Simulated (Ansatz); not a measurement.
P:

```
P
1.0
     1.72573    0.99635    3.12968
    -1.72573    0.99635    3.12968
     0.00000   -1.99270    3.12968
P
2
Direct
  0.77292 0.77292 0.77292
  0.22708 0.22708 0.22708
```

This isn't the form of P at room conditions, which is orthorhombic.

Base run:

* Program: Ansatz 0.2.0
* Functional: PBEsol
* Potentials or basis: all-electron LAPW, scalar-relativistic
* Cutoff: 220 eV
* Density cutoff: 879 eV
* Basis error allowed: 0.001 eV/atom
* k mesh: 9 × 9 × 9
* Occupations: fermi-dirac, width 0.05 eV
* Spin: no spin polarisation

Its results: pressure -1.8 GPa; largest force 0.263 eV/Å.

Problem. After a change of settings the same cell gave: pressure -3.0 GPa; largest force 0.188 eV/Å. Which change was it?
A. potentials or basis from all-electron LAPW, scalar-relativistic to all-electron LAPW, non-relativistic
B. functional from PBEsol to LDA
C. occupations from fermi-dirac, width 0.05 eV to gaussian, width 0.1 eV
D. potentials or basis from all-electron LAPW, scalar-relativistic to all-electron PAW datasets made for the crystal; k mesh from 9 × 9 × 9 to 6 × 6 × 6

Solution. B.

LDA binds more tightly than PBEsol, so the same cell stands under less pressure.

Not every run made on this cell is shown here.
